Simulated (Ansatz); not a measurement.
## Au under changes of volume

One of the cells (19.549 Å³/atom); the others are scaled copies at fixed shape and fractional positions:

```
CELL_PARAMETERS angstrom
2.81549 0.00000 0.00000
-0.01296 2.82018 0.00000
-1.13789 -1.18541 4.92401
ATOMIC_POSITIONS crystal
Au 0.67286 0.66596 0.27405
Au 0.32714 0.33404 0.72594
```

This isn't the form of Au at room conditions, which is fcc.

| Quantity | Value |
| --- | --- |
| Program | Ansatz 0.2.0 |
| Functional | LDA |
| Potentials or basis | Ansatz PAW |
| Cutoff | 420 eV (not typed: the program's choice for these potentials) |
| k mesh | 10 × 10 × 6 |
| Occupations | fermi-dirac, width 0.05 eV |
| Spin | no spin polarisation |

```csv
volume (Å³/atom),energy over the lowest point (meV/atom),pressure (GPa),largest force (eV/Å)
18.376,0.00,-4.5,0.089
18.767,14.56,-7.3,0.110
19.158,35.55,-9.8,0.131
19.549,62.01,-11.8,0.152
19.940,93.13,-13.6,0.170
20.331,128.21,-15.1,0.187
20.722,?,?,?
```

Question: What does the run at 20.722 Å³/atom give?

Answer: Energy over the lowest point 166.67 meV/atom; pressure -16.4 GPa; largest force 0.200 eV/Å.

Worked out: A Birch-Murnaghan fit of order 3 (a polynomial in V^(-2/3)) to the other rows has its minimum at 17.86 Å³/atom, just outside them, with B0 = V·E''(V) = 172 GPa and B' = 6.0 at fixed shape and positions, which overstates the stiffness. It gives 166.62 meV/atom at 20.722 Å³/atom, against the run's 166.67, and -dE/dV = -16.3 GPa, against -16.4.

Energies are extrapolated to zero smearing.

Caveats: the PAW data sets come from PBE, with cores solved anew for the run's functional, which leaves a small shift of forces and pressure.
